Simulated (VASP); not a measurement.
# A VASP 6.6.1 single-point calculation on GaN

INCAR

```
SIGMA = 0.02
METAGGA = RSCAN
EDIFF = 1E-7
LWAVE = .FALSE.
PREC = Accurate
LASPH = .FALSE.
LCHARG = .FALSE.
NBANDS = 16
ISMEAR = -1
ENCUT = 520
ISIF = 2
NELM = 51
LREAL = .FALSE.
NSW = 0
IBRION = -1
```

KPOINTS

```
KPOINTS created by Atomic Simulation Environment
0
Monkhorst-Pack
10 10 10
0 0 0
```

POSCAR

```
Ga N
 1.0000000000000000
     0.0000000000000000    2.2030739097000001    2.2968536679999998
     2.2030739097000001    0.0000000000000000    2.2968536679999998
     2.2030739097000001    2.2030739097000001    0.0000000000000000
 Ga  N
   1   1
Cartesian
  0.0000000000000000  0.0000000000000000  0.0000000000000000
  1.1015369548499998  1.1015369548499998  1.1484268339999997
```

The recommended PBE PAW datasets give the neutral cell 18 valence electrons.

Command

```
mpirun -np 1 vasp_std
```

**Question.** Predict the outcome of this run.

**Answer.** It converged. Results: gap between bands v and c on the k mesh 2.53 eV; least direct gap on the k mesh 2.53 eV; pressure 4.6 GPa. Band v is the last that the valence electrons fill when counted band by band, and c is the next.

OSZICAR

```
N       E                     dE             d eps       ncg     rms          rms(c)
DAV:   1     0.610202262269E+02    0.61020E+02   -0.95745E+03  9880   0.208E+03
DAV:   2    -0.297489324178E+02   -0.90769E+02   -0.85148E+02 10088   0.335E+02
DAV:   3    -0.354886960519E+02   -0.57398E+01   -0.57193E+01 10216   0.717E+01
DAV:   4    -0.355537084265E+02   -0.65012E-01   -0.65004E-01 11248   0.812E+00
DAV:   5    -0.355545789065E+02   -0.87048E-03   -0.87047E-03 10488   0.843E-01    0.736E+00
DAV:   6    -0.306323418769E+02    0.49222E+01   -0.35398E+00 13360   0.409E+01    0.253E+00
DAV:   7    -0.307053691802E+02   -0.73027E-01   -0.46227E-01  9768   0.724E+00    0.176E+00
DAV:   8    -0.307179156844E+02   -0.12547E-01   -0.34758E-02 11968   0.503E+00    0.239E-01
DAV:   9    -0.307164202959E+02    0.14954E-02   -0.12808E-02 12888   0.294E+00    0.140E-01
DAV:  10    -0.307165405129E+02   -0.12022E-03   -0.90945E-04 10328   0.271E-01    0.126E-01
DAV:  11    -0.307165451061E+02   -0.45932E-05   -0.28492E-04 11104   0.213E-01    0.838E-02
DAV:  12    -0.307165659058E+02   -0.20800E-04   -0.69445E-05 10568   0.899E-02    0.381E-02
DAV:  13    -0.307165612163E+02    0.46895E-05   -0.36493E-06 11560   0.438E-02    0.210E-02
DAV:  14    -0.307165570391E+02    0.41772E-05   -0.79118E-06 12400   0.488E-02    0.629E-03
DAV:  15    -0.307165566329E+02    0.40621E-06   -0.18465E-06 11120   0.131E-02    0.243E-03
DAV:  16    -0.307165565327E+02    0.10013E-06   -0.75372E-08  6832   0.432E-03    0.139E-03
DAV:  17    -0.307165564274E+02    0.10534E-06   -0.16943E-07  8720   0.494E-03    0.403E-04
DAV:  18    -0.307165564363E+02   -0.89090E-08   -0.38598E-08  4536   0.189E-03
   1 F= -.30716556E+02 E0= -.30716556E+02  d E =-.680522E-11
```

The shifted mesh misses Γ, so a band edge there is missed.

For comparison, a separate PBE run of the intended cell, on usual settings and not on those above, gives a gap of 1.82 eV on its mesh and a pressure of 10.3 GPa.
